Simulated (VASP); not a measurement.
# CdS (F-43m) in VASP: a series of runs

The runs below take CdS through relaxation of cell and atoms, with PBE.

Everything below comes from runs of VASP 6.6.1. Logs are shortened: lines on timing, memory, paths and dates and some standing lists are left out, and cuts for length are marked.

## 1. Starting point

It takes space group F-43m (No. 216, cubic). Conventional cell: a = 5.833 Å, b = 5.833 Å, c = 5.833 Å, α = 90.00°, β = 90.00°, γ = 90.00°. Cd (site symmetry -43m) has 4 S at 2.53 Å as nearest neighbours. Around S (site symmetry -43m) lie 4 Cd at 2.53 Å.

## 2. Relaxation of cell and atoms, PBE

INCAR

```
PREC = Accurate
ENCUT = 520
EDIFF = 1E-7
ISMEAR = 0
SIGMA = 0.02
LREAL = False
LASPH = True
NELM = 60
ALGO = Normal
ISIF = 3
LWAVE = False
LCHARG = False
GGA = PE
IBRION = 2
NSW = 80
EDIFFG = -0.002
```

KPOINTS

```
Automatic mesh
0
Gamma
  6 6 6
```

POSCAR

```
CdS
1.0
    0.0000000000      2.9165000000      2.9165000000
    2.9165000000      0.0000000000      2.9165000000
    2.9165000000      2.9165000000      0.0000000000
Cd S
1 1
Direct
    0.0000000000      0.0000000000      0.0000000000
    0.2500000000      0.2500000000      0.2500000000
```

Potentials or basis: VASP PAW PBE potentials, release 64 (Cd, S).

On the command line:

```console
cat potpaw_PBE.64/Cd/POTCAR potpaw_PBE.64/S/POTCAR > POTCAR
mpirun -np 1 vasp_std > vasp.out
```

OUTCAR:

```text
PREC = Accurate
   ENCUT = 520
   EDIFF = 1E-7
   ISMEAR = 0
   LREAL = False
   LASPH = True
   NELM = 60
   ISIF = 3
   GGA = PE
   IBRION = 2
   NSW = 80
   EDIFFG = -0.002

 ion  position               nearest neighbor table
   1  0.000  0.000  0.000-   2 2.53   2 2.53   2 2.53   2 2.53
   2  0.250  0.250  0.250-   1 2.53   1 2.53   1 2.53   1 2.53

  LATTYP: Found a face centered cubic cell.
 ALAT       =     5.8330000000

  Lattice vectors:

 A1 = (   0.0000000000,   2.9165000000,   2.9165000000)
 A2 = (   2.9165000000,   0.0000000000,   2.9165000000)
 A3 = (   2.9165000000,   2.9165000000,   0.0000000000)

Analysis of symmetry for initial positions (statically):
=====================================================================
 Subroutine PRICEL returns:
 Original cell was already a primitive cell.

 Routine SETGRP: Setting up the symmetry group for a
 face centered cubic supercell.

 Subroutine GETGRP returns: Found 24 space group operations
 (whereof 24 operations were pure point group operations)
 out of a pool of 48 trial point group operations.

The static configuration has the point symmetry T_d .

Analysis of symmetry for dynamics (positions and initial velocities):
=====================================================================
 Subroutine PRICEL returns:
 Original cell was already a primitive cell.

 Routine SETGRP: Setting up the symmetry group for a
 face centered cubic supercell.

 Subroutine GETGRP returns: Found 24 space group operations
 (whereof 24 operations were pure point group operations)
 out of a pool of 48 trial point group operations.

The dynamic configuration has the point symmetry T_d .

 Subroutine INISYM returns: Found 24 space group operations
 (whereof 24 operations are pure point group operations),
 and found     1 'primitive' translations

----------------------------------------------------------------------------------------

                                     Primitive cell

  volume of cell :      49.6153

  direct lattice vectors                    reciprocal lattice vectors
     0.000000000  2.916500000  2.916500000    -0.171438368  0.171438368  0.171438368
     2.916500000  0.000000000  2.916500000     0.171438368 -0.171438368  0.171438368
     2.916500000  2.916500000  0.000000000     0.171438368  0.171438368 -0.171438368

  length of vectors
     4.124553855  4.124553855  4.124553855     0.296939964  0.296939964  0.296939964

  position of ions in fractional coordinates (direct lattice)
     0.000000000  0.000000000  0.000000000
[... 66 lines left out ...]
   LASPH  =      T    aspherical Exc in radial PAW
   ENCUT  =  520.0 eV  38.22 Ry    6.18 a.u.   7.67  7.67  7.67*2*pi/ulx,y,z
   NELM   =     60;   NELMIN=  2; NELMDL= -5     # of ELM steps
   EDIFF  = 0.1E-06   stopping-criterion for ELM
   LREAL  =      F    real-space projection
   EDIFFG = -.2E-02   stopping-criterion for IOM
   NSW    =     80    number of steps for IOM
   IBRION =      2    ionic relax: 0-MD 1-quasi-New 2-CG
   NFREE  =      1    steps in history (QN), initial steepest desc. (CG)
   ISIF   =      3    stress and relaxation
   ISYM   =      2    0-nonsym 1-usesym 2-fastsym
   POTIM  = 0.5000    time-step for ionic-motion
   TEBEG  =    0.0;   TEEND  =   0.0 temperature during run
   PSTRESS=    0.0 pullay stress
   NELECT =      18.0000    total number of electrons
   NUPDOWN=      -1.0000    fix difference up-down
   EMIN   =  10.00;   EMAX   =-10.00  energy-range for DOS
   EFERMI =   0.00;   METHOD = LEGACY
   ISMEAR =     0;   SIGMA  =   0.02  broadening in eV -4-tet -1-fermi 0-gaus
   EFERMI_NEDOS =   21; number of points for ismear=-14 and -15
   IALGO  =     38    algorithm
   IMIX   =      4    mixing-type and parameters
     AMIX     =   0.40;   BMIX     =  1.00
     AMIX_MAG =   1.60;   BMIX_MAG =  1.00
  volume/ion in A,a.u.               =      24.81       167.41
  Fermi-wavevector in a.u.,A,eV,Ry     =   1.167599  2.206442 18.548649  1.363287
  Thomas-Fermi vector in A             =   2.304097
   LORBIT       =      0    0 simple, 1 ext, 2 COOP (PROOUT), +10 PAW based schemes
   GGA     = PE    functional components
   LHFCALC =     F    Hartree Fock is set to
   AEXX    =    0.0000 exact exchange contribution
   IVDW    =     0    specifies the selected vdW correction
   LEPSILON=     F    determine dielectric tensor
   LRPA    =     F    only Hartree local field effects (RPA)
 conjugate gradient relaxation of ions
 non-spin polarized calculation
 Gauss-broadening in eV      SIGMA  =   0.02
  energy-cutoff  :      520.00
  volume of cell :       49.62
 maximum number of plane-waves:      1363
 NGX is ok and might be reduce to    32
   NGX = 15   NGY = 15   NGZ = 15

--------------------------------------- Ionic step        1  -------------------------------------------

 number of electron      18.0000004 magnetization

 Free energy of the ion-electron system (eV)
  ---------------------------------------------------
  ext. energy  EPLUGINS =         0.00000000
  ---------------------------------------------------
  free energy    TOTEN  =        -6.11905967 eV

  energy without entropy =       -6.11905967  energy(sigma->0) =       -6.11905967

------------------------ aborting loop because EDIFF is reached ----------------------------------------

  FORCE on cell =-STRESS in cart. coord.  units (eV):
  Direction    XX          YY          ZZ          XY          YZ          ZX
  --------------------------------------------------------------------------------------
  -------------------------------------------------------------------------------------
  Total        0.9973645      0.9973645      0.9973645      0.0000000      0.0000000      0.0000000
  in kB       32.2068730     32.2068730     32.2068730      0.0000000      0.0000000      0.0000000
  external PRESSURE =      32.2068730 kB  Pullay stress =       0.0000000 kB
[... 131 lines left out ...]
--------------------------------------- Ionic step        5  -------------------------------------------

 number of electron      18.0000000 magnetization

 Free energy of the ion-electron system (eV)
  ---------------------------------------------------
  ext. energy  EPLUGINS =         0.00000000
  ---------------------------------------------------
  free energy    TOTEN  =        -6.14495894 eV

  energy without entropy =       -6.14495894  energy(sigma->0) =       -6.14495894

 E-fermi :   0.9970     XC(G=0):  -8.9025

 val. band max:        0.8771854777   @ k =   0.0000   0.0000   0.0000
 cond. band min:       1.9075724506   @ k =   0.0000   0.0000   0.0000
 fundamental gap:      1.0303869728
 Fermi energy:         0.9970238582

 k-point     1 :       0.0000    0.0000    0.0000
  band No.  band energies     occupation
      1     -11.1813      2.00000
      2      -6.6772      2.00000
      3      -6.6772      2.00000
      4      -6.6772      2.00000
      5      -6.2667      2.00000
      6      -6.2667      2.00000
      7       0.8772      2.00000
      8       0.8772      2.00000
      9       0.8772      2.00000
     10       1.9076      0.00000
     11       7.4261      0.00000
     12       7.4261      0.00000
     13       7.4261      0.00000
[... 267 lines left out ...]
  FREE ENERGIE OF THE ION-ELECTRON SYSTEM (eV)
  ---------------------------------------------------
  free  energy   TOTEN  =        -6.1449589366 eV

  energy  without entropy=       -6.1449589366  energy(sigma->0) =       -6.14495894

 reached required accuracy - stopping structural energy minimisation
```

OSZICAR:

```text
N       E                     dE             d eps       ncg     rms          rms(c)
DAV:   1     0.116798061430E+03    0.11680E+03   -0.91464E+03   416   0.126E+03
DAV:   2    -0.104348818765E+01   -0.11784E+03   -0.11272E+03   451   0.302E+02
DAV:   3    -0.662382362085E+01   -0.55803E+01   -0.55595E+01   526   0.675E+01
[... 48 lines left out ...]
DAV:   3    -0.614495771030E+01    0.15651E-04   -0.47004E-05   441   0.819E-02    0.296E-02
DAV:   4    -0.614495828990E+01   -0.57960E-06   -0.24395E-06   436   0.176E-02    0.647E-03
DAV:   5    -0.614495883751E+01   -0.54761E-06   -0.50944E-07   436   0.111E-02    0.185E-03
DAV:   6    -0.614495894740E+01   -0.10989E-06   -0.70060E-08   208   0.365E-03    0.838E-04
DAV:   7    -0.614495893661E+01    0.10788E-07   -0.81823E-09   208   0.957E-04
   5 F= -.61449589E+01 E0= -.61449589E+01  d E =-.722209E-05
```

CONTCAR:

```text
CdS
   1.00000000000000
    -0.0000000000000000    2.9685562653427571    2.9685562653427571
     2.9685562653427571   -0.0000000000000000    2.9685562653427571
     2.9685562653427571    2.9685562653427571    0.0000000000000000
  Cd              S
     1     1
Direct
     0.0000000000000000    0.0000000000000000    0.0000000000000000
     0.2500000000000000    0.2500000000000000    0.2500000000000000

  0.00000000E+00  0.00000000E+00  0.00000000E+00
  0.00000000E+00  0.00000000E+00  0.00000000E+00
```

Run time: 32 s. Hardware: 1 thread of Intel Xeon Platinum 8488C (Sapphire Rapids), shared host; peak memory 0.18 GiB.

Results:

```
Free energy                            : -6.1450 eV
Relaxed volume                         : 26.16 Å³/atom
Relaxed cell                           : a = 4.198 Å, b = 4.198 Å, c = 4.198 Å, α = 60.00°, β = 60.00°, γ = 60.00°
Space group after relaxing (to 0.05 Å) : F-43m (No. 216)
Energy gained by relaxing              : 12.9 meV/atom
Ionic steps                            : 5
Pressure after relaxing                : 0.0 GPa
Band gap on the k mesh                 : 1.03 eV, direct
```

The path:
```tsv
step	energy change (eV)	largest force (eV/Å)	pressure (GPa)	volume (Å³)
1	0.0000	0.0000	3.22	49.62
2	-0.0231	0.0000	-0.93	53.28
3	-0.0259	0.0000	0.01	52.32
4	-0.0259	0.0000	-0.05	52.37
5	-0.0259	0.0000	0.01	52.32
```

Final structure:
```
Cd S
1.0
     0.00000    2.96856    2.96856
     2.96856    0.00000    2.96856
     2.96856    2.96856    0.00000
Cd S
1 1
Direct
  0.00000 0.00000 0.00000
  0.25000 0.25000 0.25000
```

## 3. Relaxation of cell and atoms, PBE

This run uses another cell than the first one, of 26.16 Å³/atom, 1.055 times its volume.

INCAR is that of step 2.

KPOINTS is that of step 2.

POSCAR

```
CdS                                     
1.0
   -0.0000000000      2.9685562653      2.9685562653
    2.9685562653     -0.0000000000      2.9685562653
    2.9685562653      2.9685562653      0.0000000000
  Cd              S             
     1     1
Direct
     0.0000000000000000    0.0000000000000000    0.0000000000000000
     0.2500000000000000    0.2500000000000000    0.2500000000000000
```

Potentials or basis: VASP PAW PBE potentials, release 64 (Cd, S).

On the command line:

```console
cat potpaw_PBE.64/Cd/POTCAR potpaw_PBE.64/S/POTCAR > POTCAR
mpirun -np 1 vasp_std > vasp.out
```

It took 14 s on 1 thread of Intel Xeon Platinum 8488C (Sapphire Rapids), shared host; peak memory 0.17 GiB.

It converged, with:

```
Free energy                            : -6.1454 eV
Relaxed volume                         : 26.17 Å³/atom
Relaxed cell                           : a = 4.199 Å, b = 4.199 Å, c = 4.199 Å, α = 60.00°, β = 60.00°, γ = 60.00°
Space group after relaxing (to 0.05 Å) : F-43m (No. 216)
Energy gained by relaxing              : 0.0 meV/atom
Ionic steps                            : 2
Pressure after relaxing                : 0.0 GPa
Band gap on the k mesh                 : 1.03 eV, direct
```

Final structure:
```yaml
crystal:
  lattice:
    - [0.00000, 2.96892, 2.96892]
    - [2.96892, 0.00000, 2.96892]
    - [2.96892, 2.96892, 0.00000]
  atoms:
    - { symbol: Cd, position: [0.00000, 0.00000, 0.00000] }
    - { symbol: S, position: [0.25000, 0.25000, 0.25000] }
```

Levels at points of the mesh, in eV from the valence-band top:
| k point | band 5 | band 6 | band 7 | band 8 | band 9 | band 10 | band 11 | band 12 | band 13 |
| --- | --- | --- | --- | --- | --- | --- | --- | --- | --- |
| (0.00, 0.00, 0.00) | -7.14 | -7.14 | 0.00 | 0.00 | 0.00 | 1.03 | 6.55 | 6.55 | 6.55 |
| (0.50, 0.00, 0.00) | -7.11 | -6.81 | -4.09 | -0.68 | -0.68 | 2.93 | 7.00 | 7.00 | 7.31 |
| (0.50, 0.50, 0.00) | -7.07 | -6.75 | -3.72 | -1.70 | -1.70 | 3.64 | 4.27 | 9.01 | 10.46 |
